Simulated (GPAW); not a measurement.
A run of GPAW 26.7.0 is set up as follows.

The input run.py:

```python
from ase.dft.bandgap import bandgap
from ase.io import read, write
from ase.units import Bohr, GPa
from gpaw import GPAW, PW
from gpaw.elf import elf_from_dft_calculation

atoms = read('POSCAR')

calc = GPAW(mode=PW(600),
            xc='LDA',
            kpts={'size': (7, 7, 7), 'gamma': True},
            occupations={'name': 'methfessel-paxton', 'order': 0, 'width': 0.1},
            nbands=19,
            convergence={'density': 1e-05, 'energy': 1e-05},
            maxiter=150,
            txt='gpaw.txt')
atoms.calc = calc
energy = atoms.get_potential_energy()
forces = atoms.get_forces()
stress = atoms.get_stress()
calc.write('gs.gpw')
write('result.traj', atoms)
print(f'Energy: {energy:.6f} eV')
print('Forces (eV/A):')
print(forces.round(4))
print('Stress (GPa):', (stress / GPa).round(3))
print('Fermi level:', round(calc.get_fermi_level(), 4), 'eV')
print(f'Gap: {bandgap(calc)[0]:.4f} eV, direct: {bandgap(calc, direct=True)[0]:.4f} eV')

# fields on the real-space grid
write('density.cube', atoms, data=calc.get_pseudo_density() * Bohr**3)
write('potential.cube', atoms, data=calc.get_electrostatic_potential())
write('elf.cube', atoms, data=elf_from_dft_calculation(calc).data)
```

File POSCAR:

```
TePb
1.0
    4.0022870000      0.0000000000      0.0000000000
    0.0000000000      4.0022870000      0.0000000000
    0.0000000000      0.0000000000      4.0022870000
Pb Te
1 1
Direct
    0.0000000000      0.0000000000      0.0000000000
    0.5000000000      0.5000000000      0.5000000000
```

Potentials or basis: the program's PAW data sets (release 1.2.1) made for this functional, pw.

Run with:

```sh
$ OMP_NUM_THREADS=1 python run.py
```

Question: What does it give for the band gap on the k mesh?

Answer: None (metal or under the smearing width).

Question: Predict the pressure.

Answer: -4.2 GPa.

Spin-orbit coupling is left out, which matters for the levels of Pb, Te.
